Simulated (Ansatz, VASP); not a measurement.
## BAs in VASP and in Ansatz

```
B As
1.0
     0.00000    2.39187    2.39187
     2.39187    0.00000    2.39187
     2.39187    2.39187    0.00000
B As
1 1
Cartesian
  0.0000 0.0000 0.0000
  1.1959 1.1959 1.1959
```

The cell was built by a generator and needn't be a form met in nature.

Alike in both runs: task single point; functional PBE; k mesh 10 × 10 × 10; occupations fermi-dirac, width 0.02 eV; no spin polarisation.

|  | VASP | Ansatz |
| --- | --- | --- |
| version | VASP 6.6.1 | Ansatz 0.2.0 |
| potentials or method | VASP PAW PBE potentials, release 64 (B, As) | plane waves, PAW |
| plane-wave cutoff (eV) | 520 | 420 |
| valence electrons in the cell | 8 | 18 |

|  | VASP | Ansatz | Ansatz less VASP |
| --- | --- | --- | --- |
| gap on the k mesh at the Fermi level (eV) | 1.18 | 1.19 | +0.008 |
| pressure (GPa) | 2.8 | 2.2 | -0.65 |

The two sets of potentials don't hold the same shells in valence.

A k mesh can miss the band edges. As with any semilocal functional, this PBE gap is likely too small.
